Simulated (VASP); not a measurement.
A run of VASP 6.6.1:

Contents of INCAR:

```
SYSTEM = Hf3H5
ALGO = Fast
EDIFF = 1E-7
ENCUT = 520
GGA = RE
ISIF = 2
ISMEAR = -1
LASPH = .True.
LCHARG = .True.
LELF = .True.
LREAL = Auto
LVHAR = .True.
LWAVE = .False.
NBANDS = 49
NELM = 100
PREC = Accurate
SIGMA = 0.05
```

File KPOINTS:

```
k-points
0
Gamma
  3 2 4
  0 0 0
```

POSCAR

```
Hf3H5
1.0
    5.0637520000     -0.0343420000     -0.0510410000
   -0.0660370000      9.9117240000      0.1286340000
   -0.0388760000      0.0509500000      3.8867150000
H Hf
10 6
Direct
    0.2571058020      0.3851287505      0.5094729831
    0.7327942806      0.6068616087      0.4642757487
    0.7871613202      0.1115055879      0.5428082818
    0.1525934077      0.8491500507      0.4465441774
    0.0095224399      0.5107441844      1.0204048837
    0.4210308260      0.9982717705      0.9980917416
    0.1462231473      0.1926919659     -0.1447691335
    0.8429484812      0.8383442542      0.0626432241
    0.6772947395      0.2373771486      0.9600760613
    0.4001516805      0.7054515350      0.0382747614
   -0.0002418114      0.9974826899      0.0031320715
    0.5044838382      0.4968067071     -0.0012753378
    0.3568716826      0.1330764270      0.5061407730
    0.6449821614      0.8735286314      0.4925275078
    0.8527381694      0.3693982257      0.5102546591
    0.1528897475      0.6299435259      0.5117600570
```

Potentials or basis: VASP PAW PBE potentials, release 64 (H, Hf_pv).

Command:

```console
$ cat potpaw_PBE.64/H/POTCAR potpaw_PBE.64/Hf_pv/POTCAR > POTCAR
$ mpirun -np 1 vasp_std > vasp.out
```

Hardware: 1 thread of Intel(R) Xeon(R) 6975P-C (Granite Rapids), with other jobs on the host.

Task: How long does it take, and how much memory?

Result: It took 2.7 min on 1 thread of Intel(R) Xeon(R) 6975P-C (Granite Rapids) (shared host), peak memory 0.34 GiB. Counts: scf iterations 19, k points 14.
